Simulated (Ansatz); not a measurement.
One crystal and one scan (frozen-phonon scan) at two levels, PBE (plane waves to 420 eV, PAW, scalar-relativistic; Ansatz, a program for electronic structure) and r2SCAN (plane waves to 500 eV, PAW, scalar-relativistic; Ansatz), each from its own relaxed cell and on its own mesh. The cell shown is that of PBE.

Relaxed Li3N (Li3N type, space group P6/mmm):

```
Li3N
1.0
    3.63435     0.00000     0.00000
   -1.81718     3.14744     0.00000
    0.00000     0.00000     3.86452
Li N
3 1
Direct
  0.00000   0.00000   0.50000
  0.33333   0.66667   0.00000
  0.66667   0.33333   0.00000
  0.00000   0.00000   0.00000
```

A phonon eigenvector at Γ is frozen into this cell: atom i moves by Q times the vector below, so Q is the largest atomic displacement, in Å. The cell is held.

```csv
atom,x,y,z
Li1,0.000,0.000,-1.000
Li2,0.000,0.000,0.025
Li3,0.000,0.000,0.025
N4,0.000,0.000,0.471
```

Li3N was relaxed with its symmetry unable to fall. Both scans cover Q from -0.100 to 0.100 Å.

ΔE (meV/cell), each from the undisplaced structure of its own level:

```csv
Q (Å),PBE,r2SCAN
-0.100,85.7,withheld
-0.083,58.8,61.2
-0.067,37.3,38.8
-0.050,20.8,21.6
-0.033,9.2,9.6
-0.017,2.3,2.4
0.000,0.0,0.0
0.017,2.3,2.4
0.033,9.2,9.6
0.050,20.8,21.6
0.067,37.3,38.8
0.083,58.8,61.2
0.100,85.7,withheld
```

Task: Estimate the r2SCAN value at 0.100 from the PBE value there and the ratio of the two levels in the two nearest given rows on that side of the minimum.

Result: At 0.083 and 0.067 the ratio r2SCAN/PBE averages 1.041, which gives 1.041 × 85.7 = 89.2 meV/cell. The calculation gives 89.2 meV/cell, +4.1 % against PBE.

(For displaced atoms, the force is minus the slope of the energy, and its curvature is a force constant, which sets phonon frequencies.)
